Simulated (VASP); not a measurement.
# Au (I4/mmm) in VASP: further runs

The runs below take Au through single point, with LDA.

Program: VASP 6.6.1. These are calculated values, not measurements. Logs are shortened: lines on timing, memory, paths and dates and some standing lists are left out, and cuts for length are marked.

**1. Starting point**

The structure is tetragonal, space group I4/mmm (No. 139). Conventional cell: a = 3.054 Å, b = 3.054 Å, c = 3.671 Å, α = 90.00°, β = 90.00°, γ = 90.00°. Around Au (site symmetry 4/mmm) lie 12 Au at 2.83 to 3.05 Å.

This isn't the form of Au at room conditions, which is fcc.

**2. Single point, LDA**

File INCAR:

```
ALGO = Fast
EDIFF = 1E-6
ENCUT = 520
ISIF = 2
ISMEAR = 0
LASPH = T
LCHARG = T
LELF = T
LREAL = F
LVHAR = T
LWAVE = F
NBANDS = 12
NELM = 100
PREC = Accurate
SIGMA = 0.15
```

File KPOINTS:

```
k-points
0
Gamma
  22 22 22
```

File POSCAR:

```
Au
1.0
    0.0000000000      2.1593672412      1.8354621550
    2.1593672412      0.0000000000      1.8354621550
    2.1593672412      2.1593672412      0.0000000000
Au
1
Direct
    0.0000000000      0.0000000000      0.0000000000
```

Potentials or basis: VASP PAW LDA potentials, release 64 (Au).

The run is started by

```bash
cat potpaw_LDA.64/Au/POTCAR > POTCAR
mpirun -np 1 vasp_std > vasp.out
```

OUTCAR:

```text
EDIFF = 1E-6
   ENCUT = 520
   ISIF = 2
   ISMEAR = 0
   LASPH = T
   LREAL = F
   NELM = 100
   PREC = Accurate

 ion  position               nearest neighbor table
   1  0.000  0.000  0.000-

  LATTYP: Found a body centered tetragonal cell.
 ALAT       =     3.0538064386
 C/A-ratio  =     1.2020815280

  Lattice vectors:

 A1 = (   0.0000000000,  -2.1593672412,  -1.8354621550)
 A2 = (   0.0000000000,   2.1593672412,  -1.8354621550)
 A3 = (   2.1593672412,   0.0000000000,   1.8354621550)

Analysis of symmetry for initial positions (statically):
=====================================================================
 Subroutine PRICEL returns:
 Original cell was already a primitive cell.

 Routine SETGRP: Setting up the symmetry group for a
 body centered tetragonal supercell.

 Subroutine GETGRP returns: Found 16 space group operations
 (whereof 16 operations were pure point group operations)
 out of a pool of 16 trial point group operations.

The static configuration has the point symmetry D_4h.

Analysis of symmetry for dynamics (positions and initial velocities):
=====================================================================
 Subroutine PRICEL returns:
 Original cell was already a primitive cell.

 Routine SETGRP: Setting up the symmetry group for a
 body centered tetragonal supercell.

 Subroutine GETGRP returns: Found 16 space group operations
 (whereof 16 operations were pure point group operations)
 out of a pool of 16 trial point group operations.

The dynamic configuration has the point symmetry D_4h.

 Subroutine INISYM returns: Found 16 space group operations
 (whereof 16 operations are pure point group operations),
 and found     1 'primitive' translations

----------------------------------------------------------------------------------------

                                     Primitive cell

  volume of cell :      17.1170

  direct lattice vectors                    reciprocal lattice vectors
     0.000000000  2.159367241  1.835462155    -0.231549312  0.231549312  0.272410956
     2.159367241  0.000000000  1.835462155     0.231549312 -0.231549312  0.272410956
     2.159367241  2.159367241  0.000000000     0.231549312  0.231549312 -0.272410956

  length of vectors
     2.834040967  2.834040967  3.053806439     0.425955276  0.425955276  0.425955276

  position of ions in fractional coordinates (direct lattice)
     0.000000000  0.000000000  0.000000000

  ion indices of the primitive-cell ions
   primitive index   ion index
                 1           1

----------------------------------------------------------------------------------------

 KPOINTS: k-points

Automatic generation of k-mesh.
 Grid dimensions read from file:
 generate k-points for:   22   22   22

 Generating k-lattice:

  Cartesian coordinates                     Fractional coordinates (reciprocal lattice)
    -0.010524969  0.010524969  0.012382316     0.045454545  0.000000000  0.000000000
     0.010524969 -0.010524969  0.012382316     0.000000000  0.045454545  0.000000000
     0.010524969  0.010524969 -0.012382316     0.000000000  0.000000000  0.045454545

  Length of vectors
     0.019361603  0.019361603  0.019361603

  Shift w.r.t. Gamma in fractional coordinates (k-lattice)
     0.000000000  0.000000000  0.000000000

 Subroutine IBZKPT returns following result:
 ===========================================

 Found    834 irreducible k-points:

 Following reciprocal coordinates:
            Coordinates               Weight
  0.000000  0.000000  0.000000      1.000000
  0.045455  0.000000  0.000000      8.000000
  0.090909  0.000000  0.000000      8.000000
  0.136364  0.000000  0.000000      8.000000
  0.181818 -0.000000  0.000000      8.000000
  0.227273  0.000000  0.000000      8.000000
[... 16 lines left out ...]
  0.500000  0.045455  0.000000      8.000000
 -0.454545  0.045455  0.000000      8.000000
 [... further k-points ...]
   k-points           NKPTS =    834   k-points in BZ     NKDIM =    834   number of bands    NBANDS=     12
   number of dos      NEDOS =    301   number of ions     NIONS =      1
   total plane-waves  NPLWV =  13824
   dimension x,y,z NGX =    24 NGY =   24 NGZ =   24
   dimension x,y,z NGXF=    48 NGYF=   48 NGZF=   48
   ions per type =               1
   NGX,Y,Z   is equivalent  to a cutoff of  14.08, 14.08, 13.07 a.u.
   NGXF,Y,Z  is equivalent  to a cutoff of  28.16, 28.16, 26.13 a.u.
 SYSTEM =  unknown system
   PREC   = accura    normal or accurate (medium, high low for compatibility)
   ISTART =      0    job   : 0-new  1-cont  2-samecut
   ICHARG =      2    charge: 1-file 2-atom 10-const
   ISPIN  =      1    spin polarized calculation?
   LNONCOLLINEAR =      F non collinear calculations
   LSORBIT =      F    spin-orbit coupling
   LASPH  =      T    aspherical Exc in radial PAW
   ENCUT  =  520.0 eV  38.22 Ry    6.18 a.u.   5.27  5.27  5.68*2*pi/ulx,y,z
   NELM   =    100;   NELMIN=  2; NELMDL= -5     # of ELM steps
   EDIFF  = 0.1E-05   stopping-criterion for ELM
   LREAL  =      F    real-space projection
   EDIFFG = 0.1E-04   stopping-criterion for IOM
   NSW    =      0    number of steps for IOM
   IBRION =     -1    ionic relax: 0-MD 1-quasi-New 2-CG
   NFREE  =      0    steps in history (QN), initial steepest desc. (CG)
   ISIF   =      2    stress and relaxation
   ISYM   =      2    0-nonsym 1-usesym 2-fastsym
   POTIM  = 0.5000    time-step for ionic-motion
   TEBEG  =    0.0;   TEEND  =   0.0 temperature during run
   PSTRESS=    0.0 pullay stress
   NELECT =      11.0000    total number of electrons
   NUPDOWN=      -1.0000    fix difference up-down
   EMIN   =  10.00;   EMAX   =-10.00  energy-range for DOS
   EFERMI =   0.00;   METHOD = LEGACY
   ISMEAR =     0;   SIGMA  =   0.15  broadening in eV -4-tet -1-fermi 0-gaus
   EFERMI_NEDOS =   21; number of points for ismear=-14 and -15
   IALGO  =     68    algorithm
   IMIX   =      4    mixing-type and parameters
     AMIX     =   0.40;   BMIX     =  1.00
     AMIX_MAG =   1.60;   BMIX_MAG =  1.00
  volume/ion in A,a.u.               =      17.12       115.51
  Fermi-wavevector in a.u.,A,eV,Ry     =   1.412742  2.669696 27.155058  1.995840
  Thomas-Fermi vector in A             =   2.534459
   LORBIT       =      0    0 simple, 1 ext, 2 COOP (PROOUT), +10 PAW based schemes
   GGA     = CA    functional components
   LHFCALC =     F    Hartree Fock is set to
   AEXX    =    0.0000 exact exchange contribution
   IVDW    =     0    specifies the selected vdW correction
   LEPSILON=     F    determine dielectric tensor
   LRPA    =     F    only Hartree local field effects (RPA)
 non-spin polarized calculation
 RMM-DIIS sequential band-by-band and
 Gauss-broadening in eV      SIGMA  =   0.15
  energy-cutoff  :      520.00
  volume of cell :       17.12
 maximum number of plane-waves:       475
 NGX is ok and might be reduce to    24

 number of electron      10.9999999 magnetization

 Free energy of the ion-electron system (eV)
  ---------------------------------------------------
  ext. energy  EPLUGINS =         0.00000000
  ---------------------------------------------------
  free energy    TOTEN  =        -4.42733438 eV

  energy without entropy =       -4.42363297  energy(sigma->0) =       -4.42548367

 E-fermi :   9.2294     XC(G=0): -12.9584

 val. band max:        9.2182767765   @ k =  -0.3182   0.0455   0.1818
 cond. band min:       9.2362305332   @ k =  -0.3182   0.2727   0.0000
 fundamental gap:      0.0179537567
 Fermi energy:         9.2294074765

 k-point     1 :       0.0000    0.0000    0.0000
  band No.  band energies     occupation
      1      -0.6524      2.00000
      2       4.2069      2.00000
      3       4.2069      2.00000
      4       5.2280      2.00000
      5       5.4401      2.00000
      6       6.5557      2.00000
      7      24.1250      0.00000
      8      26.7217      0.00000
      9      26.7217      0.00000
     10      29.7768      0.00000
     11      33.1400      0.00000
     12      35.3194      0.00000

 k-point     2 :       0.0455    0.0000    0.0000
  band No.  band energies     occupation
      1      -0.5793      2.00000
      2       4.2093      2.00000
      3       4.2302      2.00000
      4       5.2303      2.00000
      5       5.4333      2.00000
      6       6.5367      2.00000
      7      24.2013      0.00000
      8      26.5788      0.00000
      9      26.8121      0.00000
     10      29.4211      0.00000
     11      33.5522      0.00000
     12      34.3792      0.00000

 k-point     3 :       0.0909    0.0000    0.0000
  band No.  band energies     occupation
      1      -0.3640      2.00000
      2       4.2138      2.00000
      3       4.2860      2.00000
      4       5.2519      2.00000
      5       5.4190      2.00000
      6       6.4857      2.00000
      7      24.3875      0.00000
      8      25.9990      0.00000
      9      27.0763      0.00000
     10      29.0196      0.00000
     11      32.5339      0.00000
     12      34.4233      0.00000
[... 286 lines left out ...]
 k-point    23 :       0.5000    0.0455    0.0000
  band No.  band energies     occupation
      1       1.9733      2.00000
      2       3.8743      2.00000
      3       5.1755      2.00000
      4       6.5284      2.00000
      5       7.5864      2.00000
      6       8.6393      2.00000
      7      12.3825      0.00000
      8      22.6149      0.00000
      9      24.3851      0.00000
     10      28.6702      0.00000
     11      32.7087      0.00000
     12      33.1817      0.00000

 k-point    24 :      -0.4545    0.0455    0.0000
  band No.  band energies     occupation
      1       1.9737      2.00000
      2       3.8826      2.00000
      3       5.1560      2.00000
      4       6.5873      2.00000
      5       7.4955      2.00000
      6       8.2902      2.00000
      7      12.8004      0.00000
      8      22.6674      0.00000
      9      24.6211      0.00000
     10      28.4754      0.00000
     11      32.6638      0.00000
     12      33.0391      0.00000

 [... further k-points ...]

------------------------ aborting loop because EDIFF is reached ----------------------------------------

  FORCE on cell =-STRESS in cart. coord.  units (eV):
  Direction    XX          YY          ZZ          XY          YZ          ZX
  --------------------------------------------------------------------------------------
  -------------------------------------------------------------------------------------
  Total       -0.5590407     -0.5590407     -0.4540288      0.0000000      0.0000000     -0.0000000
  in kB      -52.3269640    -52.3269640    -42.4977125      0.0000000      0.0000000     -0.0000000
  external PRESSURE =     -49.0505468 kB  Pullay stress =       0.0000000 kB

 VOLUME and BASIS-vectors are now :
 -----------------------------------------------------------------------------
  energy-cutoff  :      520.00
  volume of cell :       17.12
      direct lattice vectors                 reciprocal lattice vectors
     0.000000000  2.159367241  1.835462155    -0.231549312  0.231549312  0.272410956
     2.159367241  0.000000000  1.835462155     0.231549312 -0.231549312  0.272410956
     2.159367241  2.159367241  0.000000000     0.231549312  0.231549312 -0.272410956

 POSITION                                       TOTAL-FORCE (eV/Angst)
 -----------------------------------------------------------------------------------
      0.00000      0.00000      0.00000         0.000000     -0.000000     -0.000000
 -----------------------------------------------------------------------------------
    total drift:                               -0.000000      0.000000     -0.000000

  FREE ENERGIE OF THE ION-ELECTRON SYSTEM (eV)
  ---------------------------------------------------
  free  energy   TOTEN  =        -4.4273343765 eV

  energy  without entropy=       -4.4236329689  energy(sigma->0) =       -4.42548367
```

Run time: 46 s. Hardware: 1 thread of Intel Xeon 6975P-C (Granite Rapids), shared host; peak memory 0.27 GiB.

What came out:

```
Free energy            : -4.4273 eV
Pressure               : -4.9 GPa
Band gap on the k mesh : none (metal or under the smearing width)
```

Stress tensor (GPa, compression positive):
```
-5.23  0.00  0.00
 0.00 -5.23  0.00
 0.00  0.00 -4.25
```

The run has no spin-orbit coupling, so splittings on Au are missing.

**3. Single point, LDA**

This run uses another cell than the first one, of the same volume but with other edges.

File INCAR:

```
PREC = Accurate
ENCUT = 520
EDIFF = 1E-7
ISMEAR = 0
SIGMA = 0.15
LREAL = F
LASPH = T
NELM = 100
ALGO = Fast
ISIF = 2
LWAVE = F
LCHARG = F
NBANDS = 12
```

File KPOINTS:

```
regular mesh
0
Gamma
  22 22 22
```

File POSCAR:

```
Au
1.0
    0.0000000000      1.8224250682      2.5769090465
    1.8224250682      0.0000000000      2.5769090465
    1.8224250682      1.8224250682      0.0000000000
Au
1
Direct
    0.0000000000      0.0000000000      0.0000000000
```

Potentials or basis: VASP PAW LDA potentials, release 64 (Au).

The run is started by

```bash
cat potpaw_LDA.64/Au/POTCAR > POTCAR
mpirun -np 1 vasp_std > vasp.out
```

OUTCAR:

```text
PREC = Accurate
   ENCUT = 520
   EDIFF = 1E-7
   ISMEAR = 0
   LREAL = F
   LASPH = T
   NELM = 100
   ISIF = 2

 ion  position               nearest neighbor table
   1  0.000  0.000  0.000-

  LATTYP: Found a body centered tetragonal cell.
 ALAT       =     2.5772982479
 C/A-ratio  =     1.9996979772

  Lattice vectors:

 A1 = (  -1.8224250682,   0.0000000000,   2.5769090465)
 A2 = (   1.8224250682,   0.0000000000,   2.5769090465)
 A3 = (   0.0000000000,   1.8224250682,  -2.5769090465)

Analysis of symmetry for initial positions (statically):
=====================================================================
 Subroutine PRICEL returns:
 Original cell was already a primitive cell.

 Routine SETGRP: Setting up the symmetry group for a
 body centered tetragonal supercell.

 Subroutine GETGRP returns: Found 16 space group operations
 (whereof 16 operations were pure point group operations)
 out of a pool of 16 trial point group operations.

The static configuration has the point symmetry D_4h.

Analysis of symmetry for dynamics (positions and initial velocities):
[... 168 lines left out ...]
      1      -0.6808      2.00000
      2       2.3167      2.00000
      3       3.8976      2.00000
      4       5.9800      2.00000
      5       5.9800      2.00000
      6       7.5704      2.00000
      7      22.8068      0.00000
      8      25.3337      0.00000
      9      29.4392      0.00000
     10      29.4392      0.00000
     11      31.4681      0.00000
     12      32.2010      0.00000
[... 331 lines left out ...]
 k-point    24 :      -0.4545    0.0455    0.0000
  band No.  band energies     occupation
      1       1.9833      2.00000
      2       3.0803      2.00000
      3       5.5948      2.00000
      4       6.8235      2.00000
      5       7.0420      2.00000
      6       8.8701      1.93394
      7      13.2701      0.00000
      8      19.3053      0.00000
      9      27.5192      0.00000
     10      28.8545      0.00000
     11      31.0360      0.00000
     12      34.6068      0.00000

 [... further k-points ...]

------------------------ aborting loop because EDIFF is reached ----------------------------------------

  FORCE on cell =-STRESS in cart. coord.  units (eV):
  Direction    XX          YY          ZZ          XY          YZ          ZX
  --------------------------------------------------------------------------------------
  -------------------------------------------------------------------------------------
  Total        2.1887136      2.1887136     -1.4497100      0.0000000     -0.0000000      0.0000000
  in kB      204.8665553    204.8665553   -135.6948169      0.0000000     -0.0000000      0.0000000
  external PRESSURE =      91.3460979 kB  Pullay stress =       0.0000000 kB

 VOLUME and BASIS-vectors are now :
 -----------------------------------------------------------------------------
  energy-cutoff  :      520.00
  volume of cell :       17.12
      direct lattice vectors                 reciprocal lattice vectors
     0.000000000  1.822425068  2.576909046    -0.274359703  0.274359703  0.194030907
     1.822425068  0.000000000  2.576909046     0.274359703 -0.274359703  0.194030907
     1.822425068  1.822425068  0.000000000     0.274359703  0.274359703 -0.194030907

 POSITION                                       TOTAL-FORCE (eV/Angst)
 -----------------------------------------------------------------------------------
      0.00000      0.00000      0.00000         0.000000     -0.000000      0.000000
 -----------------------------------------------------------------------------------
    total drift:                                0.000000      0.000000     -0.000000

  FREE ENERGIE OF THE ION-ELECTRON SYSTEM (eV)
  ---------------------------------------------------
  free  energy   TOTEN  =        -4.1296158507 eV

  energy  without entropy=       -4.1256649368  energy(sigma->0) =       -4.12764039
```

stdout:

```text
POSCAR found type information on POSCAR Au
 POSCAR found :  1 types and       1 ions
 scaLAPACK will be used
 LDA part: xc-table for (Slater(with rela. corr.)+CA(PZ))
 , standard interpolation
 POSCAR, INCAR and KPOINTS ok, starting setup
 FFT: planning ... GRIDC
 FFT: planning ... GRID_SOFT
 FFT: planning ... GRID
 WAVECAR not read
 entering main loop
```

It took 43 s on 1 thread of Intel Xeon 6975P-C (Granite Rapids), shared host; peak memory 0.26 GiB.

Results:

- Free energy: -4.1296 eV
- Pressure: 9.1 GPa
- Band gap on the k mesh: none (metal or under the smearing width)

Stress tensor (GPa, compression positive):
```
 20.49   0.00   0.00
  0.00  20.49   0.00
  0.00   0.00 -13.57
```

The run has no spin-orbit coupling, so splittings on Au are missing.
